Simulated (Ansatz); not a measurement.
CuO (Tenorite): equation of state with PBEsol+D4

Crystal: CuO (Tenorite).

```
CELL_PARAMETERS angstrom
2.34185 -1.71130 0.00000
2.34185 1.71130 0.00000
-0.85003 0.00000 5.05787
ATOMIC_POSITIONS crystal
Cu 0.50000 0.00000 0.50000
Cu 0.00000 0.50000 0.00000
O 0.41840 0.58160 0.75000
O 0.58160 0.41840 0.25000
```

```yaml
Program: Ansatz 0.2.0
Task: equation of state
Functional: PBEsol
Dispersion: D4
Potentials_or_basis: Ansatz PAW
Cutoff: 420 eV
Density_cutoff: 1680 eV
k_mesh: 10 × 10 × 5
Occupations: fermi-dirac, width 0.05 eV
Spin: no spin polarisation
```

The equilibrium volume is 9.84 Å³/atom. The bulk modulus at fixed shape and positions is 194 GPa and the pressure derivative of the bulk modulus is 4.7.

Energy against volume, from the lowest point:
| volume (Å³/atom) | energy (meV/atom) |
| --- | --- |
| 9.527 | 6.16 |
| 9.730 | 0.36 |
| 9.932 | 0.00 |
| 10.135 | 4.44 |
| 10.338 | 13.14 |
| 10.540 | 25.65 |
| 10.743 | 41.53 |

All runs of the series together: 37 s on 2 threads of Arm Neoverse V1, on a shared host.

Caveat: the cell was scaled at fixed shape and fractional positions, which overstates the stiffness of a crystal with free parameters, most of all of layers and chains; the run has no spin polarisation, though such a crystal can be magnetic.
